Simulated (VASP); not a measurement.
# GdN (Fm-3m) in VASP: notebook

Runs on GdN. Level: PBE+U. Tasks: single point.

Program: VASP 6.6.1. These are calculated values, not measurements. Logs are shortened: lines on timing, memory, paths and dates and some standing lists are left out, and cuts for length are marked.

**1. The crystal as given**

It takes space group Fm-3m (No. 225, cubic). The conventional cell has a = 5.120 Å, b = 5.120 Å, c = 5.120 Å, α = 90.00°, β = 90.00°, γ = 90.00°. Gd (site symmetry m-3m) is surrounded by 6 N at 2.56 Å. Around N (site symmetry m-3m) lie 6 Gd at 2.56 Å.

The cell comes from a database or a generator and needn't be the stable form of this composition.

**2. Single point, PBE+U, collinear spin, ferromagnetic start**

INCAR

```
SYSTEM = GdN
ALGO = Normal
EDIFF = 1E-7
ENCUT = 520
GGA = PE
ISIF = 2
ISMEAR = -1
ISPIN = 2
LASPH = .True.
LCHARG = .False.
LDAU = .True.
LDAUJ = 0 0
LDAUL = 3 -1
LDAUPRINT = 1
LDAUTYPE = 2
LDAUU = 8 0
LMAXMIX = 6
LORBIT = 11
LREAL = .False.
LWAVE = .False.
MAGMOM = 7 7 0 0
NELM = 100
PREC = Accurate
SIGMA = 0.05
```

KPOINTS

```
k-points
0
Gamma
  7 7 7
  0 0 0
```

POSCAR

```
GdN
1.0
    2.5600000000      2.5600000000      5.1200000000
    5.1200000000      2.5600000000      2.5600000000
    2.5600000000      5.1200000000      2.5600000000
Gd N
2 2
Direct
    0.0000000000      0.0000000000      0.0000000000
    0.5000000000      0.5000000000      0.5000000000
    0.2500000000      0.2500000000      0.2500000000
    0.7500000000      0.7500000000      0.7500000000
```

Potentials or basis: VASP PAW PBE potentials, release 64 (Gd, N).

Command:

```console
> cat potpaw_PBE.64/Gd/POTCAR potpaw_PBE.64/N/POTCAR > POTCAR
> mpirun -np 1 vasp_std > vasp.out
```

OUTCAR:

```text
SYSTEM = GdN
   EDIFF = 1E-7
   ENCUT = 520
   GGA = PE
   ISIF = 2
   ISMEAR = -1
   ISPIN = 2
   LASPH = .True.
   LORBIT = 11
   LREAL = .False.
   NELM = 100
   PREC = Accurate

 ion  position               nearest neighbor table
   1  0.000  0.000  0.000-   4 2.56   4 2.56   4 2.56   3 2.56   3 2.56   3 2.56
   2  0.500  0.500  0.500-   3 2.56   3 2.56   3 2.56   4 2.56   4 2.56   4 2.56
   3  0.250  0.250  0.250-   1 2.56   1 2.56   1 2.56   2 2.56   2 2.56   2 2.56
   4  0.750  0.750  0.750-   2 2.56   2 2.56   2 2.56   1 2.56   1 2.56   1 2.56

  LATTYP: Found a trigonal (rhomboedric) cell.
 ALAT       =     6.2706937415
 COS(alpha) =     0.8333333333

  Lattice vectors:

 A1 = (   2.5600000000,   2.5600000000,   5.1200000000)
 A2 = (   5.1200000000,   2.5600000000,   2.5600000000)
 A3 = (   2.5600000000,   5.1200000000,   2.5600000000)

Analysis of symmetry for initial positions (statically):
=====================================================================
 Subroutine PRICEL returns following result:

  LATTYP: Found a face centered cubic cell.
 ALAT       =     5.1200000000
[... 12 lines left out ...]
 Subroutine GETGRP returns: Found 12 space group operations
 (whereof 12 operations were pure point group operations)
 out of a pool of 12 trial point group operations.

The static configuration has the point symmetry D_3d.

Analysis of symmetry for dynamics (positions and initial velocities):
=====================================================================
 Subroutine PRICEL returns following result:

  LATTYP: Found a face centered cubic cell.
 ALAT       =     5.1200000000
[... 12 lines left out ...]
 Subroutine GETGRP returns: Found 12 space group operations
 (whereof 12 operations were pure point group operations)
 out of a pool of 12 trial point group operations.

The dynamic configuration has the point symmetry D_3d.

Analysis of structural, dynamic, and magnetic symmetry:
=====================================================================
 Subroutine PRICEL returns following result:

  LATTYP: Found a face centered cubic cell.
 ALAT       =     5.1200000000
[... 12 lines left out ...]
 Subroutine GETGRP returns: Found 12 space group operations
 (whereof 12 operations were pure point group operations)
 out of a pool of 12 trial point group operations.

The overall configuration has the point symmetry D_3d.

 Subroutine INISYM returns: Found 12 space group operations
 (whereof 12 operations are pure point group operations),
 and found     2 'primitive' translations

----------------------------------------------------------------------------------------

                                     Primitive cell

  volume of cell :      33.5544

  direct lattice vectors                    reciprocal lattice vectors
    -2.560000000  2.560000000  0.000000000    -0.195312500  0.195312500  0.195312500
    -0.000000000  2.560000000 -2.560000000     0.195312500  0.195312500 -0.195312500
    -2.560000000  0.000000000 -2.560000000    -0.195312500 -0.195312500 -0.195312500
[... 169 lines left out ...]

spin component  1

  0.9927  0.0000  0.0010 -0.0000  0.0000  0.0000  0.0000
  0.0000  0.9903  0.0000 -0.0000  0.0000 -0.0000 -0.0000
  0.0010  0.0000  0.9922  0.0000  0.0000  0.0000 -0.0000
 -0.0000 -0.0000  0.0000  0.9935  0.0000  0.0000  0.0000
  0.0000  0.0000  0.0000  0.0000  0.9922 -0.0000 -0.0010
  0.0000 -0.0000  0.0000  0.0000 -0.0000  0.9914  0.0000
  0.0000 -0.0000 -0.0000  0.0000 -0.0010  0.0000  0.9927

spin component  2

  0.0054  0.0000  0.0023  0.0000 -0.0000  0.0000  0.0000
  0.0000  0.0003  0.0000 -0.0000  0.0000  0.0000 -0.0000
  0.0023  0.0000  0.0042  0.0000 -0.0000  0.0000  0.0000
  0.0000 -0.0000  0.0000  0.0072  0.0000  0.0000 -0.0000
 -0.0000  0.0000 -0.0000  0.0000  0.0042 -0.0000 -0.0023
  0.0000  0.0000  0.0000  0.0000 -0.0000  0.0024  0.0000
  0.0000 -0.0000  0.0000 -0.0000 -0.0023  0.0000  0.0054

 occupancies and eigenvectors

  o =  0.0003  v =  0.0000  0.0000  0.0000  0.0000  0.0000  0.0000  0.0000  0.0000 -1.0000  0.0000 -0.0000  0.0000 -0.0000 -0.0000      0.0000  0.0000  0.0000  0.0000  0.0000  0.0000  0.0000  0.0000  0.0000  0.0000  0.0000  0.0000  0.0000  0.0000
  o =  0.0024  v =  0.0000  0.0000  0.0000  0.0000  0.0000  0.0000  0.0000  0.3770 -0.0000 -0.4879  0.0003  0.1233  0.7718  0.0942      0.0000  0.0000  0.0000  0.0000  0.0000  0.0000  0.0000  0.0000  0.0000  0.0000  0.0000  0.0000  0.0000  0.0000
  o =  0.0024  v =  0.0000  0.0000  0.0000  0.0000  0.0000  0.0000  0.0000  0.3284 -0.0000 -0.4226  0.0010 -0.6336 -0.2664 -0.4910      0.0000  0.0000  0.0000  0.0000  0.0000  0.0000  0.0000  0.0000  0.0000  0.0000  0.0000  0.0000  0.0000  0.0000
  o =  0.0025  v =  0.0000  0.0000  0.0000  0.0000  0.0000  0.0000  0.0000  0.3536 -0.0000 -0.4564  0.0000  0.4564 -0.5774  0.3536      0.0000  0.0000  0.0000  0.0000  0.0000  0.0000  0.0000  0.0000  0.0000  0.0000  0.0000  0.0000  0.0000  0.0000
  o =  0.0072  v =  0.0000  0.0000  0.0000  0.0000  0.0000  0.0000  0.0000  0.4564  0.0001  0.3536 -0.5774  0.3536  0.0000 -0.4564      0.0000  0.0000  0.0000  0.0000  0.0000  0.0000  0.0000  0.0000  0.0000  0.0000  0.0000  0.0000  0.0000  0.0000
  o =  0.0072  v =  0.0000  0.0000  0.0000  0.0000  0.0000  0.0000  0.0000 -0.4146 -0.0000 -0.3221 -0.8041 -0.1717 -0.0002  0.2200      0.0000  0.0000  0.0000  0.0000  0.0000  0.0000  0.0000  0.0000  0.0000  0.0000  0.0000  0.0000  0.0000  0.0000
  o =  0.0072  v =  0.0000  0.0000  0.0000  0.0000  0.0000  0.0000  0.0000 -0.4948  0.0000 -0.3824  0.1420  0.4696 -0.0010 -0.6069      0.0000  0.0000  0.0000  0.0000  0.0000  0.0000  0.0000  0.0000  0.0000  0.0000  0.0000  0.0000  0.0000  0.0000
  o =  0.9903  v = -0.0001  1.0000 -0.0001  0.0001 -0.0001 -0.0000  0.0001  0.0000  0.0000  0.0000  0.0000  0.0000  0.0000  0.0000      0.0000  0.0000  0.0000  0.0000  0.0000  0.0000  0.0000  0.0000  0.0000  0.0000  0.0000  0.0000  0.0000  0.0000
  o =  0.9914  v = -0.3899  0.0000  0.4961 -0.0069  0.6027  0.1333  0.4699  0.0000  0.0000  0.0000  0.0000  0.0000  0.0000  0.0000      0.0000  0.0000  0.0000  0.0000  0.0000  0.0000  0.0000  0.0000  0.0000  0.0000  0.0000  0.0000  0.0000  0.0000
  o =  0.9914  v = -0.3131 -0.0000  0.4130 -0.0011 -0.2312 -0.8055 -0.1708  0.0000  0.0000  0.0000  0.0000  0.0000  0.0000  0.0000      0.0000  0.0000  0.0000  0.0000  0.0000  0.0000  0.0000  0.0000  0.0000  0.0000  0.0000  0.0000  0.0000  0.0000
  o =  0.9914  v =  0.3536  0.0000 -0.4564 -0.0000  0.4564 -0.5774  0.3536  0.0000  0.0000  0.0000  0.0000  0.0000  0.0000  0.0000      0.0000  0.0000  0.0000  0.0000  0.0000  0.0000  0.0000  0.0000  0.0000  0.0000  0.0000  0.0000  0.0000  0.0000
  o =  0.9935  v = -0.4564 -0.0002 -0.3536  0.5774 -0.3536  0.0000  0.4564  0.0000  0.0000  0.0000  0.0000  0.0000  0.0000  0.0000      0.0000  0.0000  0.0000  0.0000  0.0000  0.0000  0.0000  0.0000  0.0000  0.0000  0.0000  0.0000  0.0000  0.0000
  o =  0.9935  v = -0.3325 -0.0000 -0.2651 -0.8162 -0.2443 -0.0002  0.3054  0.0000  0.0000  0.0000  0.0000  0.0000  0.0000  0.0000      0.0000  0.0000  0.0000  0.0000  0.0000  0.0000  0.0000  0.0000  0.0000  0.0000  0.0000  0.0000  0.0000  0.0000
  o =  0.9935  v =  0.5533  0.0000  0.4240 -0.0197 -0.4362  0.0070  0.5687  0.0000  0.0000  0.0000  0.0000  0.0000  0.0000  0.0000      0.0000  0.0000  0.0000  0.0000  0.0000  0.0000  0.0000  0.0000  0.0000  0.0000  0.0000  0.0000  0.0000  0.0000

 number of electron      46.0000002 magnetization      14.0001426

 Free energy of the ion-electron system (eV)
  ---------------------------------------------------
  ext. energy  EPLUGINS =         0.00000000
  ---------------------------------------------------
  free energy    TOTEN  =       -45.32156282 eV

  energy without entropy =      -45.32029366  energy(sigma->0) =      -45.32092824

 E-fermi :   3.3263     XC(G=0): -11.1670

 val. band max:        3.2830611495   @ k =   0.1429   0.1429   0.1429
 cond. band min:       3.4783247651   @ k =   0.0000   0.0000   0.0000
 fundamental gap:      0.1952636155
 Fermi energy:         3.3263080968

 spin component 1

 k-point     1 :       0.0000    0.0000    0.0000
  band No.  band energies     occupation
      1     -40.6556      1.00000
      2     -40.5930      1.00000
      3     -18.5449      1.00000
      4     -17.7682      1.00000
      5     -17.7682      1.00000
      6     -17.6950      1.00000
[... 1769 lines left out ...]
     33       9.4658      0.00000
     34       9.6422      0.00000

 [... further k-points ...]

------------------------ aborting loop because EDIFF is reached ----------------------------------------

  FORCE on cell =-STRESS in cart. coord.  units (eV):
  Direction    XX          YY          ZZ          XY          YZ          ZX
  --------------------------------------------------------------------------------------
  -------------------------------------------------------------------------------------
  Total       -3.5387459     -3.5387459     -3.5387459     -0.0072644     -0.0072644     -0.0072644
  in kB      -84.4850914    -84.4850914    -84.4850914     -0.1734315     -0.1734315     -0.1734315
  external PRESSURE =     -84.4850914 kB  Pullay stress =       0.0000000 kB

 VOLUME and BASIS-vectors are now :
 -----------------------------------------------------------------------------
  energy-cutoff  :      520.00
  volume of cell :       67.11
      direct lattice vectors                 reciprocal lattice vectors
     2.560000000  2.560000000  5.120000000    -0.097656250 -0.097656250  0.292968750
     5.120000000  2.560000000  2.560000000     0.292968750 -0.097656250 -0.097656250
     2.560000000  5.120000000  2.560000000    -0.097656250  0.292968750 -0.097656250

 POSITION                                       TOTAL-FORCE (eV/Angst)
 -----------------------------------------------------------------------------------
      0.00000      0.00000      0.00000        -0.000000      0.000000      0.000000
      5.12000      5.12000      5.12000         0.000000     -0.000000     -0.000000
      2.56000      2.56000      2.56000        -0.000000     -0.000000      0.000000
      7.68000      7.68000      7.68000        -0.000000     -0.000000      0.000000
 -----------------------------------------------------------------------------------
    total drift:                               -0.000000     -0.000000      0.000000

  FREE ENERGIE OF THE ION-ELECTRON SYSTEM (eV)
  ---------------------------------------------------
  free  energy   TOTEN  =       -45.3215628238 eV

  energy  without entropy=      -45.3202936590  energy(sigma->0) =      -45.32092824

 total charge

# of ion       s       p       d       f       tot
--------------------------------------------------
    1        2.031   5.655   0.499   6.968  15.153
    2        2.031   5.655   0.499   6.968  15.153
    3        1.245   2.352   0.000   0.000   3.597
    4        1.245   2.352   0.000   0.000   3.597
--------------------------------------------------
tot          6.553  16.014   0.997  13.935  37.500

 magnetization (x)

# of ion       s       p       d       f       tot
--------------------------------------------------
    1       -0.006  -0.088   0.065   6.911   6.882
    2       -0.006  -0.088   0.065   6.911   6.882
    3       -0.009  -0.105   0.000   0.000  -0.113
    4       -0.009  -0.105   0.000   0.000  -0.113
--------------------------------------------------
tot         -0.030  -0.385   0.130  13.822  13.537
```

Wall time 18 min (1 thread of Intel Xeon Platinum 8488C (Sapphire Rapids), shared host); peak memory 0.49 GiB.

Results:

| Quantity | Value |
| --- | --- |
| Free energy | -45.3216 eV |
| Pressure | -8.4 GPa |
| Band gap on the k mesh | none (metal or under the smearing width) |
| Net moment | 14.00 μB per cell |
| Site moments | Gd +6.88; N -0.11 μB |
| Valence electrons inside the program's atomic spheres | Gd 15.15; N 3.60 |

Levels at points of the mesh, in eV from the Fermi level:
Spin up:
| k point | band 27 | band 28 | band 29 | band 30 | band 31 | band 32 | band 33 | band 34 |
| --- | --- | --- | --- | --- | --- | --- | --- | --- |
| (0.00, 0.00, 0.00) | -2.14 | 0.15 | 0.15 | 0.15 | 2.55 | 2.55 | 2.55 | 2.78 |
Spin down:
```csv
k point,band 13,band 14,band 15,band 16,band 17,band 18,band 19,band 20
"(0.00, 0.00, 0.00)",-2.07,-0.25,-0.25,-0.25,3.22,3.34,3.34,3.34
```

Eigenvalues of the final occupation matrices:
```tsv
site	spin	trace	eigenvalues
site 1 f	1	6.95	0.99 0.99 0.99 0.99 0.99 0.99 0.99
site 1 f	2	0.03	0.00 0.00 0.00 0.00 0.01 0.01 0.01
site 2 f	1	6.95	0.99 0.99 0.99 0.99 0.99 0.99 0.99
site 2 f	2	0.03	0.00 0.00 0.00 0.00 0.01 0.01 0.01
```

Caveat: spin-orbit coupling is left out, which moves the levels of the heavy elements.

**3. Single point, PBE+U, collinear spin, antiferromagnetic start**

INCAR: that of step 2 with these lines changed.

```diff
@@ -20,3 +20,3 @@
 LWAVE = .False.
-MAGMOM = 7 7 0 0
+MAGMOM = 7 -7 0 0
 NELM = 100
```

KPOINTS is that of step 2.

POSCAR is that of step 2.

Potentials or basis: VASP PAW PBE potentials, release 64 (Gd, N).

Command:

```console
> cat potpaw_PBE.64/Gd/POTCAR potpaw_PBE.64/N/POTCAR > POTCAR
> mpirun -np 1 vasp_std > vasp.out
```

OUTCAR:

```text
SYSTEM = GdN
   EDIFF = 1E-7
   ENCUT = 520
   GGA = PE
   ISIF = 2
   ISMEAR = -1
   ISPIN = 2
   LASPH = .True.
   LORBIT = 11
   LREAL = .False.
   NELM = 100
   PREC = Accurate

 ion  position               nearest neighbor table
   1  0.000  0.000  0.000-   4 2.56   4 2.56   4 2.56   3 2.56   3 2.56   3 2.56
   2  0.500  0.500  0.500-   3 2.56   3 2.56   3 2.56   4 2.56   4 2.56   4 2.56
   3  0.250  0.250  0.250-   1 2.56   1 2.56   1 2.56   2 2.56   2 2.56   2 2.56
   4  0.750  0.750  0.750-   2 2.56   2 2.56   2 2.56   1 2.56   1 2.56   1 2.56

  LATTYP: Found a trigonal (rhomboedric) cell.
 ALAT       =     6.2706937415
 COS(alpha) =     0.8333333333

  Lattice vectors:

 A1 = (   2.5600000000,   2.5600000000,   5.1200000000)
 A2 = (   5.1200000000,   2.5600000000,   2.5600000000)
 A3 = (   2.5600000000,   5.1200000000,   2.5600000000)

Analysis of symmetry for initial positions (statically):
=====================================================================
 Subroutine PRICEL returns following result:

  LATTYP: Found a face centered cubic cell.
 ALAT       =     5.1200000000
[... 12 lines left out ...]
 Subroutine GETGRP returns: Found 12 space group operations
 (whereof 12 operations were pure point group operations)
 out of a pool of 12 trial point group operations.

The static configuration has the point symmetry D_3d.

Analysis of symmetry for dynamics (positions and initial velocities):
=====================================================================
 Subroutine PRICEL returns following result:

  LATTYP: Found a face centered cubic cell.
 ALAT       =     5.1200000000
[... 12 lines left out ...]
 Subroutine GETGRP returns: Found 12 space group operations
 (whereof 12 operations were pure point group operations)
 out of a pool of 12 trial point group operations.

The dynamic configuration has the point symmetry D_3d.

Analysis of structural, dynamic, and magnetic symmetry:
=====================================================================
 Subroutine PRICEL returns following result:

[... 249 lines left out ...]
  ---------------------------------------------------
  free energy    TOTEN  =       -45.31573231 eV

  energy without entropy =      -45.31515521  energy(sigma->0) =      -45.31544376

 E-fermi :   3.4069     XC(G=0): -11.1668

 val. band max:        3.2814413161   @ k =   0.0000   0.0000   0.0000
 cond. band min:       3.5655803955   @ k =  -0.4286  -0.4286   0.1429
 fundamental gap:      0.2841390794
 Fermi energy:         3.4068558042

 spin component 1

 k-point     1 :       0.0000    0.0000    0.0000
  band No.  band energies     occupation
      1     -40.6260      1.00000
      2     -37.4865      1.00000
      3     -18.2257      1.00000
      4     -17.7322      1.00000
      5     -17.7322      1.00000
      6     -15.9029      1.00000
[... 1433 lines left out ...]
     26       8.0248      0.00000
     27       8.3127      0.00000

 [... further k-points ...]

------------------------ aborting loop because EDIFF is reached ----------------------------------------

  FORCE on cell =-STRESS in cart. coord.  units (eV):
  Direction    XX          YY          ZZ          XY          YZ          ZX
  --------------------------------------------------------------------------------------
  -------------------------------------------------------------------------------------
  Total       -3.4968046     -3.4968046     -3.4968046      0.0187477      0.0187477      0.0187477
  in kB      -83.4837725    -83.4837725    -83.4837725      0.4475890      0.4475890      0.4475890
  external PRESSURE =     -83.4837725 kB  Pullay stress =       0.0000000 kB

 VOLUME and BASIS-vectors are now :
 -----------------------------------------------------------------------------
  energy-cutoff  :      520.00
  volume of cell :       67.11
      direct lattice vectors                 reciprocal lattice vectors
     2.560000000  2.560000000  5.120000000    -0.097656250 -0.097656250  0.292968750
     5.120000000  2.560000000  2.560000000     0.292968750 -0.097656250 -0.097656250
     2.560000000  5.120000000  2.560000000    -0.097656250  0.292968750 -0.097656250

 POSITION                                       TOTAL-FORCE (eV/Angst)
 -----------------------------------------------------------------------------------
      0.00000      0.00000      0.00000         0.000000     -0.000000     -0.000000
      5.12000      5.12000      5.12000         0.000000     -0.000000      0.000000
      2.56000      2.56000      2.56000        -0.000000      0.000000     -0.000000
      7.68000      7.68000      7.68000        -0.000000      0.000000      0.000000
 -----------------------------------------------------------------------------------
    total drift:                               -0.000000     -0.000000      0.000000

  FREE ENERGIE OF THE ION-ELECTRON SYSTEM (eV)
  ---------------------------------------------------
  free  energy   TOTEN  =       -45.3157323140 eV

  energy  without entropy=      -45.3151552103  energy(sigma->0) =      -45.31544376

 total charge

# of ion       s       p       d       f       tot
--------------------------------------------------
    1        2.031   5.656   0.497   6.968  15.153
    2        2.031   5.656   0.497   6.968  15.153
    3        1.245   2.352   0.000   0.000   3.598
    4        1.245   2.352   0.000   0.000   3.598
--------------------------------------------------
tot          6.553  16.017   0.994  13.936  37.500

 magnetization (x)

# of ion       s       p       d       f       tot
--------------------------------------------------
    1       -0.005  -0.086   0.056   6.913   6.878
    2        0.005   0.086  -0.056  -6.913  -6.878
    3        0.000   0.000   0.000   0.000   0.000
    4        0.000   0.000   0.000   0.000   0.000
--------------------------------------------------
tot          0.000   0.000   0.000   0.000   0.000
```

Wall time 19 min (1 thread of Intel Xeon Platinum 8488C (Sapphire Rapids), shared host); peak memory 0.51 GiB.

What came out:

* Free energy: -45.3157 eV
* Pressure: -8.3 GPa
* Band gap on the k mesh: 0.28 eV
* Net moment: 0.00 μB per cell
* Site moments: Gd +6.88, -6.88; N +0.00 μB
* Valence electrons inside the program's atomic spheres: Gd 15.15; N 3.60

Levels at points of the mesh, in eV from the valence-band top:
Spin up:
| k point | band 20 | band 21 | band 22 | band 23 | band 24 | band 25 | band 26 | band 27 |
| --- | --- | --- | --- | --- | --- | --- | --- | --- |
| (0.00, 0.00, 0.00) | -2.06 | 0.00 | 0.00 | 0.00 | 2.93 | 2.93 | 2.94 | 3.04 |
Spin down:
| k point | band 19 | band 20 | band 21 | band 22 | band 23 | band 24 | band 25 | band 26 | band 27 |
| --- | --- | --- | --- | --- | --- | --- | --- | --- | --- |
| (0.00, 0.00, 0.00) | -2.06 | -2.06 | 0.00 | 0.00 | 0.00 | 2.93 | 2.93 | 2.94 | 3.04 |

Eigenvalues of the final occupation matrices:
| site | spin | trace | eigenvalues |
| --- | --- | --- | --- |
| site 1 f | 1 | 6.95 | 0.99 0.99 0.99 0.99 0.99 0.99 0.99 |
| site 1 f | 2 | 0.03 | 0.00 0.00 0.00 0.00 0.01 0.01 0.01 |
| site 2 f | 1 | 0.03 | 0.00 0.00 0.00 0.00 0.01 0.01 0.01 |
| site 2 f | 2 | 6.95 | 0.99 0.99 0.99 0.99 0.99 0.99 0.99 |

Caveat: spin-orbit coupling is left out, which moves the levels of the heavy elements; an odd mesh through Γ misses points on the zone boundary, where band edges often lie.
